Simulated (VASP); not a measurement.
# VASP 6.6.1, PBE single-point calculation, MgF$_{2}$ (strained rutile)

INCAR

```
NELM = 120
LASPH = .TRUE.
ENCUT = 520
LELF = .TRUE.
GGA = PE
LCHARG = .TRUE.
ISIF = 2
ISMEAR = -1
LWAVE = .FALSE.
NBANDS = 25
PREC = Accurate
NSW = 0
IBRION = -1
SIGMA = 0.02
EDIFF = 1E-7
LREAL = .FALSE.
```

KPOINTS

```
KPOINTS created by Atomic Simulation Environment
0
Gamma
6 6 8
0 0 0
```

KPOINTS_OPT

```
special points
6
Reciprocal
0.0000000000 0.0000000000 0.0000000000 1
0.0000000000 0.5000000000 0.0000000000 1
0.5000000000 0.5000000000 0.0000000000 1
0.0000000000 0.0000000000 0.5000000000 1
0.0000000000 0.5000000000 0.5000000000 1
0.5000000000 0.5000000000 0.5000000000 1
```

POSCAR

```
Mg F
 1.0000000000000000
     4.8068966344000001    0.0000000000000000    0.0000000000000000
     0.0000000000000000    4.8068966344000001    0.0000000000000000
     0.0000000000000000    0.0000000000000000    2.9815746277000001
 Mg  F
   2   4
Cartesian
  0.0000000000000000 -0.0000000000000000  0.0000000000000000
  2.4034483172000001  2.4034483172000001  1.4907873138499999
  1.4611467416733812  1.4611467416733812  0.0000000000000000
  0.9423015755266192  3.8645950588733808  1.4907873138499999
  3.8645950588733808  0.9423015755266192  1.4907873138499999
  3.3457498927266194  3.3457498927266194  0.0000000000000000
```

VASP ran with the recommended PBE PAW datasets (32 valence electrons in the cell).

Command

```
mpirun -np 1 vasp_std
```

OSZICAR

```
N       E                     dE             d eps       ncg     rms          rms(c)
DAV:   1     0.165248377505E+03    0.16525E+03   -0.17679E+04  2652   0.119E+03
DAV:   2    -0.258801747793E+02   -0.19113E+03   -0.18465E+03  3079   0.283E+02
DAV:   3    -0.340291197983E+02   -0.81489E+01   -0.81276E+01  3159   0.567E+01
DAV:   4    -0.340739026214E+02   -0.44783E-01   -0.44777E-01  2788   0.479E+00
DAV:   5    -0.340741307589E+02   -0.22814E-03   -0.22813E-03  3033   0.334E-01    0.100E+01
DAV:   6    -0.314356800734E+02    0.26385E+01   -0.82954E+00  2789   0.205E+01    0.303E+00
DAV:   7    -0.314532979038E+02   -0.17618E-01   -0.78947E-02  2650   0.187E+00    0.192E+00
DAV:   8    -0.314812135683E+02   -0.27916E-01   -0.62065E-02  2552   0.235E+00    0.199E-01
DAV:   9    -0.314813954313E+02   -0.18186E-03   -0.96657E-04  3224   0.217E-01    0.834E-02
DAV:  10    -0.314819276510E+02   -0.53222E-03   -0.47130E-04  2554   0.153E-01    0.141E-02
DAV:  11    -0.314819288324E+02   -0.11814E-05   -0.56822E-06  3181   0.203E-02    0.389E-03
DAV:  12    -0.314819297438E+02   -0.91139E-06   -0.15207E-06  2596   0.101E-02    0.138E-03
DAV:  13    -0.314819297013E+02    0.42522E-07   -0.16076E-07  2466   0.324E-03
   1 F= -.31481930E+02 E0= -.31481930E+02  d E =-.328547E-11
       N       E                     dE             ncg
DAV:   1     0.213113105659E+04   -0.55721E+04      316
DAV:   2     0.100795402885E+04   -0.11232E+04      382
DAV:   3     0.960800802151E+03   -0.47153E+02      371
DAV:   4     0.960544151197E+03   -0.25665E+00      340
DAV:   5     0.960542718161E+03   -0.14330E-02      357
DAV:   6     0.960542707260E+03   -0.10901E-04      347
DAV:   7     0.960542707164E+03   -0.95165E-07      309
```

From OUTCAR

```
k-points           NKPTS =     50   k-points in BZ     NKDIM =     50   number of bands    NBANDS=     25

   NELECT =      32.0000    total number of electrons

   dimension x,y,z NGX =    36 NGY =   36 NGZ =   24
   dimension x,y,z NGXF=    72 NGYF=   72 NGZF=   48

  energy-cutoff  :      520.00
  volume of cell :       68.89
      direct lattice vectors                 reciprocal lattice vectors
     4.806896634  0.000000000  0.000000000     0.208034430  0.000000000  0.000000000
     0.000000000  4.806896634  0.000000000     0.000000000  0.208034430  0.000000000
     0.000000000  0.000000000  2.981574628     0.000000000  0.000000000  0.335393248

 k-points in reciprocal lattice and weights: KPOINTS created by Atomic Simulation Env
   0.00000000  0.00000000  0.00000000       0.003
   0.16666667  0.00000000  0.00000000       0.014
   0.33333333  0.00000000  0.00000000       0.014
   0.50000000  0.00000000  0.00000000       0.007
   0.16666667  0.16666667  0.00000000       0.014
   0.33333333  0.16666667  0.00000000       0.028
   0.50000000  0.16666667  0.00000000       0.014
   0.33333333  0.33333333  0.00000000       0.014
   ...

 E-fermi :  -1.1547

 k-point     1 :       0.0000    0.0000    0.0000
  band No.  band energies     occupation
      1     -22.1386      2.00000
      2     -21.4682      2.00000
      3     -21.4682      2.00000
      4     -21.3792      2.00000
      5      -5.5082      2.00000
      6      -3.8678      2.00000
      7      -3.6620      2.00000
      8      -3.6620      2.00000
      9      -3.3644      2.00000
     10      -3.1323      2.00000
     11      -2.6242      2.00000
     12      -2.6242      2.00000
     13      -2.2214      2.00000
     14      -1.9252      2.00000
     15      -1.9252      2.00000
     16      -1.5738      2.00000
     17       5.2395      0.00000
     18      10.4547      0.00000
     19      10.4547      0.00000
     20      12.2396      0.00000
     21      12.3826      0.00000
     22      13.3666      0.00000
     23      13.6114      0.00000
     24      15.9397      0.00000
     25      15.9397      0.00000

 k-point     2 :       0.1667    0.0000    0.0000
  band No.  band energies     occupation
      1     -22.1014      2.00000
      2     -21.5407      2.00000
      3     -21.4567      2.00000
      4     -21.3602      2.00000
      5      -5.4136      2.00000
      6      -3.9637      2.00000
      7      -3.8620      2.00000
      8      -3.4896      2.00000
      9      -3.1372      2.00000
     10      -3.1003      2.00000
     11      -2.6605      2.00000
     12      -2.5978      2.00000
     13      -2.2489      2.00000
     14      -2.1464      2.00000
     15      -1.9407      2.00000
     16      -1.6390      2.00000
     17       5.5660      0.00000
     18       9.8608      0.00000
     19      10.6269      0.00000
     20      12.2808      0.00000
     21      12.8160      0.00000
     22      13.4991      0.00000
     23      13.5207      0.00000
     24      15.7303      0.00000
     25      16.0735      0.00000

 k-point     3 :       0.3333    0.0000    0.0000
  band No.  band energies     occupation
      1     -21.9975      2.00000
      2     -21.6833      2.00000
      3     -21.4262      2.00000
      4     -21.3609      2.00000
      5      -5.1591      2.00000
      6      -4.3928      2.00000
      7      -3.6776      2.00000
      8      -3.1755      2.00000
      9      -3.0114      2.00000
     10      -2.9463      2.00000
     11      -2.7577      2.00000
     12      -2.6576      2.00000
     13      -2.5253      2.00000
     14      -2.3238      2.00000
     15      -1.9705      2.00000
     16      -1.8049      2.00000
     17       6.4140      0.00000
     18       8.7495      0.00000
     19      11.1080      0.00000
     20      12.1692      0.00000
     21      13.2035      0.00000
     22      13.3052      0.00000
     23      14.2353      0.00000
     24      15.6144      0.00000
     25      15.9992      0.00000

 k-point     4 :       0.5000    0.0000    0.0000
  band No.  band energies     occupation
      1     -21.8476      2.00000
      2     -21.8476      2.00000
      3     -21.3886      2.00000
      4     -21.3886      2.00000
      5      -4.8041      2.00000
      6      -4.8041      2.00000
      7      -3.2615      2.00000
      8      -3.2615      2.00000
      9      -2.9231      2.00000
     10      -2.9231      2.00000
     11      -2.8866      2.00000
     12      -2.8866      2.00000
     13      -2.4251      2.00000
     14      -2.4251      2.00000
     15      -1.9484      2.00000
     16      -1.9484      2.00000
     17       7.5416      0.00000
     18       7.5416      0.00000
     19      11.7367      0.00000
     20      11.7367      0.00000
     21      13.2035      0.00000
     22      13.2035      0.00000
     23      15.2779      0.00000
     24      15.2779      0.00000
     25      16.3121      0.00000

 k-point     5 :       0.1667    0.1667    0.0000
  band No.  band energies     occupation
      1     -22.0658      2.00000
      2     -21.5635      2.00000
      3     -21.4778      2.00000
      4     -21.3563      2.00000
      5      -5.3239      2.00000
      6      -4.0653      2.00000
      7      -3.8744      2.00000
      8      -3.4072      2.00000
      9      -3.0685      2.00000
     10      -3.0129      2.00000
     11      -2.6347      2.00000
     12      -2.6325      2.00000
     13      -2.2968      2.00000
     14      -2.2771      2.00000
     15      -2.0000      2.00000
     16      -1.6985      2.00000
     17       5.8702      0.00000
     18       9.9617      0.00000
     19      10.1015      0.00000
     20      12.3812      0.00000
     21      13.0522      0.00000
     22      13.5095      0.00000
     23      13.6553      0.00000
     24      15.9041      0.00000
     25      15.9385      0.00000

 k-point     6 :       0.3333    0.1667    0.0000
  band No.  band energies     occupation
      1     -21.9669      2.00000
      2     -21.6758      2.00000
      3     -21.4567      2.00000
      4     -21.3724      2.00000
      5      -5.0836      2.00000
      6      -4.3861      2.00000
      7      -3.7220      2.00000
      8      -3.1314      2.00000
      9      -2.9805      2.00000
     10      -2.9521      2.00000
     11      -2.7297      2.00000
     12      -2.6592      2.00000
     13      -2.5597      2.00000
     14      -2.3538      2.00000
     15      -2.0519      2.00000
     16      -1.8567      2.00000
     17       6.6720      0.00000
     18       8.9299      0.00000
     19      10.5164      0.00000
     20      11.8968      0.00000
     21      13.4784      0.00000
     22      13.7590      0.00000
     23      14.3017      0.00000
     24      15.7784      0.00000
     25      15.9665      0.00000

 k-point     7 :       0.5000    0.1667    0.0000
  band No.  band energies     occupation
      1     -21.8261      2.00000
      2     -21.8261      2.00000
      3     -21.4120      2.00000
      4     -21.4120      2.00000
      5      -4.7532      2.00000
      6      -4.7532      2.00000
      7      -3.3513      2.00000
      8      -3.3513      2.00000
      9      -2.8570      2.00000
     10      -2.8570      2.00000
     11      -2.8436      2.00000
     12      -2.8436      2.00000
     13      -2.4574      2.00000
     14      -2.4574      2.00000
     15      -2.0122      2.00000
     16      -2.0122      2.00000
     17       7.7556      0.00000
     18       7.7556      0.00000
     19      11.1923      0.00000
     20      11.1923      0.00000
     21      13.7149      0.00000
     22      13.7149      0.00000
     23      15.3379      0.00000
     24      15.3379      0.00000
     25      16.3660      0.00000

 k-point     8 :       0.3333    0.3333    0.0000
  band No.  band energies     occupation
      1     -21.8843      2.00000
      2     -21.6868      2.00000
      3     -21.4962      2.00000
      4     -21.4125      2.00000
      5      -4.8850      2.00000
      6      -4.4338      2.00000
      7      -3.7409      2.00000
      8      -3.1897      2.00000
      9      -2.9258      2.00000
     10      -2.8949      2.00000
     11      -2.6552      2.00000
     12      -2.6492      2.00000
     13      -2.5718      2.00000
     14      -2.4352      2.00000
     15      -2.2045      2.00000
     16      -2.0048      2.00000
     17       7.3706      0.00000
     18       9.3100      0.00000
     19       9.6082      0.00000
     20      11.0987      0.00000
     21      14.3314      0.00000
     22      14.4743      0.00000
     23      14.4868      0.00000
     24      15.8579      0.00000
     25      15.9392      0.00000

 ...

  Total       -1.3510923     -1.3510923      1.6969751      0.0000000      0.0000000      0.0000000
  in kB      -31.4210262    -31.4210262     39.4648812      0.0000000      0.0000000      0.0000000
  external PRESSURE =      -7.7923904 kB  Pullay stress =       0.0000000 kB

 POSITION                                       TOTAL-FORCE (eV/Angst)
 -----------------------------------------------------------------------------------
      0.00000      0.00000      0.00000         0.000000      0.000000      0.000000
      2.40345      2.40345      1.49079         0.000000      0.000000      0.000000
      1.46115      1.46115      0.00000        -0.031361     -0.031361      0.000000
      0.94230      3.86460      1.49079         0.031361     -0.031361      0.000000
      3.86460      0.94230      1.49079        -0.031361      0.031361      0.000000
      3.34575      3.34575      0.00000         0.031361      0.031361     -0.000000
 -----------------------------------------------------------------------------------
    total drift:                                0.000000      0.000000     -0.000000

  FREE ENERGIE OF THE ION-ELECTRON SYSTEM (eV)
  ---------------------------------------------------
  free  energy   TOTEN  =       -31.4819297013 eV

  energy  without entropy=      -31.4819297012  energy(sigma->0) =      -31.48192970
```

* gap between bands v and c: 6.81 eV
* least direct gap: 6.81 eV
* pressure: -0.8 GPa
* largest force: 0.04 eV/Å

Band v is the last that the valence electrons fill when counted band by band, and c is the next.

The run took about 51 s on one core of a shared host (Intel Xeon Platinum 8488C) and held 0.26 GiB at most.
